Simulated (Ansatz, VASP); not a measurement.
**One calculation of Ge, two programs**

INCAR

```
PREC     = Accurate       # precision mode
ENCUT    = 520            # plane-wave cutoff, eV
EDIFF    = 1E-7           # SCF threshold, eV
ISMEAR   = 0              # smearing method
SIGMA    = 0.01           # smearing width, eV
LREAL    = F              # projectors in reciprocal space
LASPH    = T              # aspherical terms in the spheres
NELM     = 80             # most SCF steps
ALGO     = Normal         # electronic algorithm
ISIF     = 2              # what is computed and relaxed
LWAVE    = F              # write WAVECAR
LCHARG   = F              # write CHGCAR
GGA      = PS             # functional
NBANDS   = 21             # bands
```

The input KPOINTS:

```
Automatic mesh
0
Gamma
  12 12 12
```

The input POSCAR:

```
Ge
1.0
    0.0000000000      2.8094867369      2.8094867369
    2.8094867369      0.0000000000      2.8094867369
    2.8094867369      2.8094867369      0.0000000000
Ge
2
Direct
    0.0000000000      0.0000000000      0.0000000000
    0.2500000000      0.2500000000      0.2500000000
```

Input for Ansatz:

```yaml
crystal:
  lattice:
    - [0.0, 2.8094867369, 2.8094867369]
    - [2.8094867369, 0.0, 2.8094867369]
    - [2.8094867369, 2.8094867369, 0.0]
  atoms:
    - { symbol: Ge, position: [0.0, 0.0, 0.0] }
    - { symbol: Ge, position: [0.25, 0.25, 0.25] }
basis:
  ecutwfc: 600.0
kpoints:
  mp_grid: { grid: [12, 12, 12] }
  band_path:
    path:
      - [0.0, 0.0, 0.0]
      - [0.0, 0.0, 0.0]
      - [0.4056935006, 0.4056935006, 0.0]
      - [0.5, 0.5, 0.5]
      - [0.0053657244, 0.0053657244, 0.0]
      - [-0.0053657244, -0.0053657244, 0.0]
      - [0.0053657244, 0.0053657244, 0.0]
      - [-0.0053657244, -0.0053657244, 0.0]
    npoints: 1
hamiltonian:
  xc: pbesol
  pseudopotentials: { kind: paw }
scf:
  occupations: { method: gaussian, width: 0.01 }
  n_extra_bands: 5
output:
  forces: true
  stress: true
  eigenvalues: true
```

Alike in both runs: task single point; functional PBEsol; k mesh 12 × 12 × 12; occupations gaussian, width 0.01 eV; no spin polarisation.

|  | VASP | Ansatz |
| --- | --- | --- |
| version | VASP 6.6.1 | Ansatz 0.2.0 |
| potentials or method | VASP PAW PBE potentials, release 64 (Ge_d) | scalar-relativistic, plane waves, PAW |
| plane-wave cutoff (eV) | 520 | 600 |
| valence electrons in the cell | 28 | 28 |

```csv
,VASP,Ansatz,Ansatz less VASP
gap on the k mesh at the Fermi level (eV),0.18,0.17,-0.012
least direct gap on the mesh (eV),0.18,0.17,-0.012
pressure (GPa),2.1,2.2,+0.10
```

Caveats: the PAW data sets were made with another functional, which shifts forces and pressure a little (VASP).
